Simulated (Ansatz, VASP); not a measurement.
**One calculation of W, two programs**

Contents of POSCAR:

```
W
1.0
    0.0000000000      2.0604500000      2.0604500000
    2.0604500000      0.0000000000      2.0604500000
    2.0604500000      2.0604500000      0.0000000000
W
1
Direct
    0.0000000000      0.0000000000      0.0000000000
```

Contents of INCAR.step1:

```
ALGO = Normal
EDIFF = 1E-4
ENCUT = 520
GGA = PE
ISMEAR = 0
LASPH = T
LCHARG = F
LREAL = F
LWAVE = T
NBANDS = 13
NELM = 60
PREC = Accurate
SIGMA = 0.15
```

INCAR.step2

```
ALGO = Normal
EDIFF = 1E-7
ENCUT = 520
ISIF = 2
ISMEAR = 0
ISTART = 1
LASPH = T
LCHARG = F
LMIXTAU = T
LREAL = F
LWAVE = F
METAGGA = R2SCAN
NBANDS = 13
NELM = 60
PREC = Accurate
SIGMA = 0.15
```

File KPOINTS:

```
k-points
0
Gamma
  20 20 20
```

Input for Ansatz:

```yaml
crystal:
  lattice:
    - [0.0, 2.06045, 2.06045]
    - [2.06045, 0.0, 2.06045]
    - [2.06045, 2.06045, 0.0]
  atoms:
    - { symbol: W, position: [0.0, 0.0, 0.0] }
basis:
  ecutwfc: 500
kpoints:
  mp_grid: { grid: [20, 20, 20] }
hamiltonian:
  xc: r2scan
scf:
  occupations: { method: gaussian, width: 0.15 }
output:
  forces: true
  stress: true
  eigenvalues: true
  write_density: true
  write_potential: true
  elf: true
  volumetric_format: npy
```

Change from the starting cell: strain +0.015 along x and y, +0.015 along z, atoms carried along.

Alike in both runs: task single point; functional r2SCAN; k mesh 20 × 20 × 20; occupations gaussian, width 0.15 eV; no spin polarisation.

|  | VASP | Ansatz |
| --- | --- | --- |
| version | VASP 6.6.1 | Ansatz 0.2.0 |
| potentials or method | VASP PAW PBE potentials, release 64 (W_sv) | scalar-relativistic, plane waves, PAW |
| plane-wave cutoff (eV) | 520 | 500 |
| valence electrons in the cell | 14 | 14 |

|  | VASP | Ansatz | Ansatz less VASP |
| --- | --- | --- | --- |
| gap on the k mesh at the Fermi level (eV) | none | none | - |
| pressure (GPa) | -18.7 | -19.5 | -0.77 |

A gap of «none» marks a metal or a gap that the smearing closes. The functional is the same, so the differences come from potentials, cutoffs and numerics.

Caveats: so large a pressure means that the cell lies far from this level's equilibrium, or that cutoff or potentials fall short (VASP); the potentials were made for another functional, which shifts forces and pressure (VASP). The runs have no spin-orbit coupling, so splittings on W are missing.
